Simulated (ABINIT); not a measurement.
Crystal: Te.

```
Te
1.0
     3.82029   -2.14820    0.00000
     3.82029    2.14820    0.00000
    -0.09429    0.00000    5.97609
Te
3
Direct
  0.00000 0.00000 0.00000
  0.30945 0.30945 0.33881
  0.69055 0.69055 0.66119
```

This isn't the form of Te at room conditions, which is trigonal, of chains.

| Item | Value |
| --- | --- |
| Program | ABINIT 10.8.3 (patched build) |
| Task | relaxation of cell and atoms |
| Functional | LDA |
| Potentials or basis | JTH PAW LDA v2.0 |
| Cutoff | 408 eV |
| k mesh | 5 × 5 × 4 |
| Occupations | fermi-dirac, width 0.05 eV |
| Spin | no spin polarisation |

At the start: pressure -2.9 GPa; volume 32.70 Å³/atom.

**Question.** How do energy, volume and symmetry change on relaxing?

**Answer.** Over 33 steps the energy falls by 42.0 meV/atom and the volume is 30.38 Å³/atom (-7.1 %); space group C2/m (No. 12, to 0.05 Å).

The path:
| step | energy change (eV) | largest force (eV/Å) | pressure (GPa) | volume (Å³) |
| --- | --- | --- | --- | --- |
| 1 | 0.0000 | 0.0247 | -2.89 | 98.09 |
| 2 | -0.0149 | 0.0469 | -2.47 | 97.22 |
| 3 | -0.0512 | 0.1842 | 0.26 | 92.47 |
| 4 | -0.0521 | 0.1660 | 0.02 | 92.81 |
| 5 | -0.0534 | 0.1369 | -0.19 | 93.05 |
| 6 | -0.0563 | 0.0752 | -0.41 | 93.18 |
| 7 | -0.0590 | 0.0221 | -0.36 | 92.84 |
| 8 | -0.0601 | 0.0010 | -0.11 | 92.32 |
| 9 | -0.0603 | 0.0010 | 0.03 | 92.09 |
| 10 | -0.0605 | 0.0052 | 0.13 | 91.92 |
| 11 | -0.0611 | 0.0194 | 0.31 | 91.64 |
| 12 | -0.0642 | 0.0969 | 1.09 | 90.39 |
| 13 | -0.0581 | 0.1378 | 2.02 | 89.08 |
| 14 | -0.0707 | 0.1220 | 1.09 | 90.33 |
| 15 | -0.0793 | 0.1178 | 0.72 | 90.84 |
| 16 | -0.1103 | 0.0684 | -0.74 | 92.80 |
| 17 | -0.1138 | 0.0514 | -0.57 | 92.53 |
| 18 | -0.1160 | 0.0503 | -0.11 | 91.86 |
| 19 | -0.1162 | 0.0461 | -0.09 | 91.82 |
| 20 | -0.1167 | 0.0357 | 0.00 | 91.68 |
| 21 | -0.1167 | 0.0321 | 0.02 | 91.65 |
| 22 | -0.1169 | 0.0211 | 0.04 | 91.59 |
| 23 | -0.1171 | 0.0103 | 0.06 | 91.53 |
| 24 | -0.1176 | 0.0484 | 0.08 | 91.43 |
| 25 | -0.1181 | 0.1168 | 0.07 | 91.34 |
| 26 | -0.1188 | 0.1291 | 0.03 | 91.38 |
| 27 | -0.1202 | 0.1267 | -0.13 | 91.58 |
| 28 | -0.1211 | 0.1080 | -0.11 | 91.57 |
| 29 | -0.1225 | 0.1066 | -0.07 | 91.43 |
| 30 | -0.1249 | 0.0292 | -0.02 | 91.24 |
| 31 | -0.1257 | 0.0125 | 0.00 | 91.11 |
| 32 | -0.1259 | 0.0058 | 0.01 | 91.13 |
| 33 | -0.1259 | 0.0004 | 0.00 | 91.14 |

Final structure:
```xyz
3
Lattice="4.0198 -2.0987 -0.0802 4.0198 2.0987 -0.0802 -0.2247 0.0000 5.4061" Properties=species:S:1:pos:R:3 pbc="T T T"
Te    0.0000    0.0000    0.0000
Te    2.6050    0.0000    1.7487
Te    5.2098    0.0000    3.4970
```
